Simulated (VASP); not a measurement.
# Cs in VASP: notebook

One slab, Cs, is run at these levels: PBE, PBE0+TS; tasks: work function, band structure.

All numbers are computed with VASP 6.6.1; they aren't measurements. Logs are shortened: lines on timing, memory, paths and dates and some standing lists are left out, and cuts for length are marked.

### 1 Starting point

The cell holds a slab with vacuum, 3 atoms: a = 5.500 Å, b = 5.500 Å, c = 23.194 Å, α = 90.00°, β = 90.00°, γ = 90.00°.

The slab is cut from a database's or a generator's crystal, which needn't be the stable form of the element.

### 2 Work function, PBE (the (0 0 1) slab of Cs, cut from the database cell, not relaxed)

Input file INCAR:

```
PREC     = Accurate       # precision mode
ENCUT    = 520            # plane-wave cutoff, eV
EDIFF    = 1E-7           # SCF threshold, eV
ISMEAR   = 0              # smearing method
SIGMA    = 0.05           # smearing width, eV
LREAL    = F              # projectors in reciprocal space
LASPH    = T              # aspherical terms in the spheres
NELM     = 100            # most SCF steps
ALGO     = Fast           # electronic algorithm
ISIF     = 2              # what is computed and relaxed
LWAVE    = F              # write WAVECAR
LCHARG   = T              # write CHGCAR
LDIPOL   = T            
IDIPOL   = 3            
DIPOL    = 0.5 0.5 0.500
GGA      = PE             # functional
LELF     = T              # ELF
LVHAR    = T            
LVACPOTAV= T
```

Input file KPOINTS:

```
Automatic mesh
0
Gamma
  5 5 1
```

Input file POSCAR:

```
Cs
1.0
    5.5001509200      0.0000000000      0.0000000000
    0.0000000000      5.5001509200      0.0000000000
    0.0000000000      0.0000000000     23.1944779600
Cs
3
Direct
    0.5000000000      0.5000000000      0.3233528262
    0.0000000000      0.0000000000      0.5000000000
    0.5000000000      0.5000000000      0.6766471738
```

Potentials or basis: VASP PAW PBE potentials, release 64 (Cs_sv).

Command:

```sh
> cat potpaw_PBE.64/Cs_sv/POTCAR > POTCAR
> mpirun -np 1 vasp_std > vasp.out
```

OUTCAR:

```text
PREC = Accurate
   ENCUT = 520
   EDIFF = 1E-7
   ISMEAR = 0
   LREAL = F
   LASPH = T
   NELM = 100
   ISIF = 2
   GGA = PE

 ion  position               nearest neighbor table
   1  0.500  0.500  0.323-
   2  0.000  0.000  0.500-
   3  0.500  0.500  0.677-

  LATTYP: Found a simple tetragonal cell.
 ALAT       =     5.5001509200
 C/A-ratio  =     4.2170620947

  Lattice vectors:

 A1 = (   5.5001509200,   0.0000000000,   0.0000000000)
 A2 = (   0.0000000000,   5.5001509200,   0.0000000000)
 A3 = (   0.0000000000,   0.0000000000,  23.1944779600)

Analysis of symmetry for initial positions (statically):
=====================================================================
 Subroutine PRICEL returns:
 Original cell was already a primitive cell.

 Routine SETGRP: Setting up the symmetry group for a
 simple tetragonal supercell.

 Subroutine GETGRP returns: Found 16 space group operations
 (whereof 16 operations were pure point group operations)
 out of a pool of 16 trial point group operations.

The static configuration has the point symmetry D_4h.

Analysis of symmetry for dynamics (positions and initial velocities):
=====================================================================
 Subroutine PRICEL returns:
 Original cell was already a primitive cell.

 Routine SETGRP: Setting up the symmetry group for a
 simple tetragonal supercell.

 Subroutine GETGRP returns: Found 16 space group operations
 (whereof 16 operations were pure point group operations)
 out of a pool of 16 trial point group operations.

The dynamic configuration has the point symmetry D_4h.

 Subroutine INISYM returns: Found 16 space group operations
 (whereof 16 operations are pure point group operations),
 and found     1 'primitive' translations

----------------------------------------------------------------------------------------

                                     Primitive cell

  volume of cell :     701.6715

  direct lattice vectors                    reciprocal lattice vectors
     5.500150920  0.000000000  0.000000000     0.181813193  0.000000000  0.000000000
     0.000000000  5.500150920  0.000000000     0.000000000  0.181813193  0.000000000
     0.000000000  0.000000000 23.194477960     0.000000000  0.000000000  0.043113710

  length of vectors
     5.500150920  5.500150920 23.194477960     0.181813193  0.181813193  0.043113710

  position of ions in fractional coordinates (direct lattice)
     0.500000000  0.500000000  0.323352826
     0.000000000  0.000000000  0.500000000
     0.500000000  0.500000000  0.676647174

  ion indices of the primitive-cell ions
   primitive index   ion index
                 1           1
                 2           2
                 3           3

----------------------------------------------------------------------------------------

 KPOINTS: Automatic mesh

Automatic generation of k-mesh.
 Grid dimensions read from file:
 generate k-points for:    5    5    1

 Generating k-lattice:

  Cartesian coordinates                     Fractional coordinates (reciprocal lattice)
     0.036362639  0.000000000  0.000000000     0.200000000  0.000000000  0.000000000
     0.000000000  0.036362639  0.000000000     0.000000000  0.200000000  0.000000000
     0.000000000  0.000000000  0.043113710     0.000000000  0.000000000  1.000000000

  Length of vectors
     0.036362639  0.036362639  0.043113710

  Shift w.r.t. Gamma in fractional coordinates (k-lattice)
     0.000000000  0.000000000  0.000000000

 Subroutine IBZKPT returns following result:
 ===========================================

 Found      6 irreducible k-points:

 Following reciprocal coordinates:
            Coordinates               Weight
  0.000000  0.000000  0.000000      1.000000
  0.200000  0.000000  0.000000      4.000000
  0.400000  0.000000  0.000000      4.000000
  0.200000  0.200000  0.000000      4.000000
  0.400000  0.200000  0.000000      8.000000
  0.400000  0.400000  0.000000      4.000000
   k-points           NKPTS =      6   k-points in BZ     NKDIM =      6   number of bands    NBANDS=     17
   number of dos      NEDOS =    301   number of ions     NIONS =      3
   total plane-waves  NPLWV = 317520
   dimension x,y,z NGX =    42 NGY =   42 NGZ =  180
   dimension x,y,z NGXF=    84 NGYF=   84 NGZF=  360
   ions per type =               3
   NGX,Y,Z   is equivalent  to a cutoff of  12.69, 12.69, 12.90 a.u.
   NGXF,Y,Z  is equivalent  to a cutoff of  25.39, 25.39, 25.80 a.u.
 SYSTEM =  unknown system
   PREC   = accura    normal or accurate (medium, high low for compatibility)
   ISTART =      0    job   : 0-new  1-cont  2-samecut
   ICHARG =      2    charge: 1-file 2-atom 10-const
   ISPIN  =      1    spin polarized calculation?
   LNONCOLLINEAR =      F non collinear calculations
   LSORBIT =      F    spin-orbit coupling
   LASPH  =      T    aspherical Exc in radial PAW
   ENCUT  =  520.0 eV  38.22 Ry    6.18 a.u.  10.23 10.23 43.13*2*pi/ulx,y,z
   NELM   =    100;   NELMIN=  2; NELMDL= -5     # of ELM steps
   EDIFF  = 0.1E-06   stopping-criterion for ELM
   LREAL  =      F    real-space projection
   EDIFFG = 0.1E-05   stopping-criterion for IOM
   NSW    =      0    number of steps for IOM
   IBRION =     -1    ionic relax: 0-MD 1-quasi-New 2-CG
   NFREE  =      0    steps in history (QN), initial steepest desc. (CG)
   ISIF   =      2    stress and relaxation
   ISYM   =      2    0-nonsym 1-usesym 2-fastsym
   POTIM  = 0.5000    time-step for ionic-motion
   TEBEG  =    0.0;   TEEND  =   0.0 temperature during run
   PSTRESS=    0.0 pullay stress
   NELECT =      27.0000    total number of electrons
   NUPDOWN=      -1.0000    fix difference up-down
   EMIN   =  10.00;   EMAX   =-10.00  energy-range for DOS
   EFERMI =   0.00;   METHOD = LEGACY
   ISMEAR =     0;   SIGMA  =   0.05  broadening in eV -4-tet -1-fermi 0-gaus
   EFERMI_NEDOS =   21; number of points for ismear=-14 and -15
   IALGO  =     68    algorithm
   IMIX   =      4    mixing-type and parameters
     AMIX     =   0.40;   BMIX     =  1.00
     AMIX_MAG =   1.60;   BMIX_MAG =  1.00
  volume/ion in A,a.u.               =     233.89      1578.37
  Fermi-wavevector in a.u.,A,eV,Ry     =   0.552694  1.044440  4.156182  0.305471
  Thomas-Fermi vector in A             =   1.585245
   LORBIT       =      0    0 simple, 1 ext, 2 COOP (PROOUT), +10 PAW based schemes
   GGA     = PE    functional components
   LHFCALC =     F    Hartree Fock is set to
   AEXX    =    0.0000 exact exchange contribution
   IVDW    =     0    specifies the selected vdW correction
   LEPSILON=     F    determine dielectric tensor
   LRPA    =     F    only Hartree local field effects (RPA)
 non-spin polarized calculation
 RMM-DIIS sequential band-by-band and
 Gauss-broadening in eV      SIGMA  =   0.05
  energy-cutoff  :      520.00
  volume of cell :      701.67
 maximum number of plane-waves:     18918
 NGX is ok and might be reduce to    42
   NGX = 21   NGY = 21   NGZ = 87

 dipolmoment           0.000000      0.000000     -0.000000 electrons x Angstroem

 number of electron      26.9999992 magnetization

 dipolmoment           0.000000      0.000000      0.000000 electrons x Angstroem

 Free energy of the ion-electron system (eV)
  ---------------------------------------------------
  ext. energy  EPLUGINS =         0.00000000
  ---------------------------------------------------
  free energy    TOTEN  =        -2.28927576 eV

  energy without entropy =       -2.28587472  energy(sigma->0) =       -2.28757524

 E-fermi :  -0.7005     XC(G=0):  -3.3000

 val. band max:       -0.7370420074   @ k =   0.2000   0.0000   0.0000
 cond. band min:      -0.6217276789   @ k =   0.4000   0.2000   0.0000
 fundamental gap:      0.1153143285
 Fermi energy:        -0.7005246398

 k-point     1 :       0.0000    0.0000    0.0000
  band No.  band energies     occupation
      1     -24.8696      2.00000
      2     -24.8696      2.00000
      3     -24.6037      2.00000
      4     -11.6916      2.00000
      5     -11.6884      2.00000
      6     -11.6276      2.00000
      7     -11.6276      2.00000
      8     -11.6271      2.00000
      9     -11.6271      2.00000
     10     -11.4006      2.00000
     11     -11.3778      2.00000
     12     -11.3778      2.00000
     13      -2.1854      2.00000
     14      -1.6931      2.00000
     15       0.0957      0.00000
     16       0.3608      0.00000
     17       0.4652      0.00000

 k-point     2 :       0.2000    0.0000    0.0000
  band No.  band energies     occupation
      1     -24.8690      2.00000
      2     -24.8690      2.00000
      3     -24.6031      2.00000
      4     -11.6882      2.00000
      5     -11.6870      2.00000
      6     -11.6506      2.00000
      7     -11.6500      2.00000
      8     -11.6256      2.00000
      9     -11.6253      2.00000
     10     -11.4001      2.00000
     11     -11.3985      2.00000
     12     -11.3760      2.00000
     13      -1.9291      2.00000
     14      -1.4518      2.00000
     15      -0.7370      1.69833
     16       0.2135      0.00000
     17       0.3254      0.00000

 k-point     3 :       0.4000    0.0000    0.0000
  band No.  band energies     occupation
      1     -24.8680      2.00000
      2     -24.8680      2.00000
      3     -24.6021      2.00000
      4     -11.6879      2.00000
      5     -11.6858      2.00000
      6     -11.6848      2.00000
      7     -11.6824      2.00000
      8     -11.6223      2.00000
      9     -11.6222      2.00000
     10     -11.4353      2.00000
     11     -11.3955      2.00000
     12     -11.3732      2.00000
     13      -1.2467      2.00000
     14      -0.8668      2.00000
     15      -0.4228      0.00000
     16      -0.0436      0.00000
     17       0.1367      0.00000

 k-point     4 :       0.2000    0.2000    0.0000
  band No.  band energies     occupation
      1     -24.8684      2.00000
      2     -24.8683      2.00000
      3     -24.6025      2.00000
      4     -11.6852      2.00000
      5     -11.6850      2.00000
      6     -11.6493      2.00000
      7     -11.6481      2.00000
      8     -11.6478      2.00000
      9     -11.6471      2.00000
     10     -11.3985      2.00000
     11     -11.3978      2.00000
     12     -11.3967      2.00000
     13      -1.6807      2.00000
     14      -1.2119      2.00000
     15      -0.5116      0.00000
     16       0.2676      0.00000
     17       0.4620      0.00000

 k-point     5 :       0.4000    0.2000    0.0000
  band No.  band energies     occupation
      1     -24.8674      2.00000
      2     -24.8674      2.00000
      3     -24.6015      2.00000
      4     -11.6846      2.00000
      5     -11.6836      2.00000
      6     -11.6820      2.00000
      7     -11.6802      2.00000
      8     -11.6447      2.00000
      9     -11.6443      2.00000
     10     -11.4332      2.00000
     11     -11.3951      2.00000
     12     -11.3940      2.00000
     13      -1.0267      2.00000
     14      -0.6217      0.02583
     15      -0.1766      0.00000
     16       0.0105      0.00000
     17       0.1756      0.00000

 k-point     6 :       0.4000    0.4000    0.0000
  band No.  band energies     occupation
      1     -24.8664      2.00000
      2     -24.8664      2.00000
      3     -24.6005      2.00000
      4     -11.6804      2.00000
      5     -11.6801      2.00000
      6     -11.6798      2.00000
      7     -11.6790      2.00000
      8     -11.6771      2.00000
      9     -11.6766      2.00000
     10     -11.4300      2.00000
     11     -11.4298      2.00000
     12     -11.3916      2.00000
     13      -0.5348      0.00000
     14      -0.1384      0.00000
     15      -0.0831      0.00000
     16       0.3640      0.00000
     17       0.4731      0.00000

------------------------ aborting loop because EDIFF is reached ----------------------------------------

  FORCE on cell =-STRESS in cart. coord.  units (eV):
  Direction    XX          YY          ZZ          XY          YZ          ZX
  --------------------------------------------------------------------------------------
  -------------------------------------------------------------------------------------
  Total       -0.4095758     -0.4095758     -0.2632850      0.0000000      0.0000000     -0.0000000
  in kB       -0.9352141     -0.9352141     -0.6011778      0.0000000      0.0000000     -0.0000000
  external PRESSURE =      -0.8238687 kB  Pullay stress =       0.0000000 kB

 VOLUME and BASIS-vectors are now :
 -----------------------------------------------------------------------------
  energy-cutoff  :      520.00
  volume of cell :      701.67
      direct lattice vectors                 reciprocal lattice vectors
     5.500150920  0.000000000  0.000000000     0.181813193  0.000000000  0.000000000
     0.000000000  5.500150920  0.000000000     0.000000000  0.181813193  0.000000000
     0.000000000  0.000000000 23.194477960     0.000000000  0.000000000  0.043113710

 POSITION                                       TOTAL-FORCE (eV/Angst)
 -----------------------------------------------------------------------------------
      2.75008      2.75008      7.50000        -0.000000      0.000000      0.027831
      0.00000      0.00000     11.59724        -0.000000     -0.000000      0.000000
      2.75008      2.75008     15.69448         0.000000      0.000000     -0.027831
 -----------------------------------------------------------------------------------
    total drift:                                0.000000     -0.000000      0.000000

  FREE ENERGIE OF THE ION-ELECTRON SYSTEM (eV)
  ---------------------------------------------------
  free  energy   TOTEN  =        -2.2892757636 eV

  energy  without entropy=       -2.2858747233  energy(sigma->0) =       -2.28757524

 vacuum level on the upper side and lower side of the slab         1.260         1.260
```

It took 5.4 min on 1 thread of Intel Xeon 6975P-C (Granite Rapids), shared host; peak memory 0.64 GiB.

Results:

| Property | Result |
| --- | --- |
| Free energy | -2.2893 eV |
| Largest force | 0.028 eV/Å |
| Band gap on the k mesh | none (metal or under the smearing width) |
| Work function of the upper face | 1.96 eV |
| Work function of the lower face | 1.96 eV |

Forces in eV/Å, atoms in the order of the input:
```
Cs   0.000  0.000  0.028
Cs   0.000  0.000  0.000
Cs   0.000  0.000 -0.028
```

Levels at points of the mesh, in eV from the Fermi level:
```tsv
k point	band 12	band 13	band 14	band 15	band 16	band 17
(0.00, 0.00, 0.00)	-10.68	-1.48	-0.99	0.80	1.06	1.17
```

The run has no spin-orbit coupling, so splittings on Cs are missing.

### 3 Band structure, PBE0+TS

POSCAR is that of step 2.

Input file INCAR.step1:

```
  ALGO = Normal
  BMIX = 0.5
  DIPOL = 0.5 0.5 0.500
  EDIFF = 1E-5
  ENCUT = 250
  GGA = PE
  IDIPOL = 3
  ISIF = 2
  ISMEAR = 0
  LASPH = True
  LCHARG = False
  LDIPOL = True
  LREAL = False
  LWAVE = True
  NELM = 60
  PREC = Accurate
  SIGMA = 0.05
```

Input file INCAR.step2:

```
  AEXX = 0.25
  ALGO = Normal
  BMIX = 0.5
  DIPOL = 0.5 0.5 0.500
  EDIFF = 1E-7
  ENCUT = 250
  GGA = PE
  IDIPOL = 3
  ISIF = 2
  ISMEAR = 0
  ISTART = 1
  IVDW = 2
  LASPH = True
  LCHARG = False
  LDIPOL = True
  LHFCALC = True
  LREAL = False
  LWAVE = False
  NELM = 60
  PREC = Accurate
  PRECFOCK = Fast
  SIGMA = 0.05
```

Input file KPOINTS:

```
k-points
0
Gamma
  3 3 1
```

Input file KPOINTS_OPT:

```
path GXMGZRAZ,XR,MA
10
line-mode
reciprocal
 0.0000000000  0.0000000000  0.0000000000  G
 0.0000000000  0.5000000000  0.0000000000  X

 0.0000000000  0.5000000000  0.0000000000  X
 0.5000000000  0.5000000000  0.0000000000  M

 0.5000000000  0.5000000000  0.0000000000  M
 0.0000000000  0.0000000000  0.0000000000  G

 0.0000000000  0.0000000000  0.0000000000  G
 0.0000000000  0.0000000000  0.5000000000  Z

 0.0000000000  0.0000000000  0.5000000000  Z
 0.0000000000  0.5000000000  0.5000000000  R

 0.0000000000  0.5000000000  0.5000000000  R
 0.5000000000  0.5000000000  0.5000000000  A

 0.5000000000  0.5000000000  0.5000000000  A
 0.0000000000  0.0000000000  0.5000000000  Z

 0.0000000000  0.5000000000  0.0000000000  X
 0.0000000000  0.5000000000  0.5000000000  R

 0.5000000000  0.5000000000  0.0000000000  M
 0.5000000000  0.5000000000  0.5000000000  A
```

Potentials or basis: VASP PAW PBE potentials, release 64 (Cs_sv).

Command:

```sh
> cat potpaw_PBE.64/Cs_sv/POTCAR > POTCAR
> cp INCAR.step1 INCAR
> mpirun -np 1 vasp_std > vasp.out
> cp INCAR.step2 INCAR
> mpirun -np 1 vasp_std > vasp.out
```

Run time: 9.9 min. Hardware: 1 thread of Intel Xeon 6975P-C (Granite Rapids), shared host; peak memory 0.34 GiB.

The run converged, but some of its settings lie outside the range that counts as converged, so its numbers aren't taken as properties of the slab.

Results:

```
Free energy                : -5.1671 eV
Largest force              : 0.423 eV/Å
Dispersion energy per atom : -0.708 eV
```

Caveat: the k mesh is coarse (spacing up to 0.38 Å⁻¹), so the values aren't converged, least of all with exact exchange; the cutoff is under 1.25 times the usual one of these potentials, so pressure, stress and relaxed cells hold a basis-set (Pulay) error; an unscreened hybrid on a path of extra k points without a Coulomb cutoff has errors near the mesh points, so the bands along the path aren't reliable; atom-pairwise D2, TS and ULG terms overbind metals; the PAW data sets were made with another functional, which shifts forces and pressure a little; spin-orbit coupling is left out, which moves the levels of the heavy elements.
